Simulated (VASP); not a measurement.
Input of a VASP 6.6.1 run:

The input INCAR:

```
PREC = Accurate ; ENCUT = 520
EDIFF = 1E-7 ; ISMEAR = -1
SIGMA = 0.05 ; LREAL = False
LASPH = True ; NELM = 60
ALGO = Normal ; ISIF = 2
LWAVE = False ; LCHARG = False
GGA = PS ; NBANDS = 18
```

Contents of KPOINTS:

```
regular mesh
0
Gamma
  9 9 7
```

File POSCAR:

```
CuAu
1.0
    2.8107494552      0.0000000000      0.0000000000
    0.0000000000      2.8107494552      0.0000000000
    0.0000000000      0.0000000000      3.6850000000
Au Cu
1 1
Direct
    0.0000000000      0.0000000000      0.0000000000
    0.5000000000      0.5000000000      0.5000000000
```

Potentials or basis: VASP PAW PBE potentials, release 64 (Au, Cu).

Launch:

```bash
$ cat potpaw_PBE.64/Au/POTCAR potpaw_PBE.64/Cu/POTCAR > POTCAR
$ mpirun -np 1 vasp_std > vasp.out
```

(1) What does it give for the pressure?

(2) Estimate the band gap on the k mesh.

## Answers

(1) -3.9 GPa.

(2) none (metal or under the smearing width).

Caveat: the PAW data sets were made with another functional, which shifts forces and pressure a little.
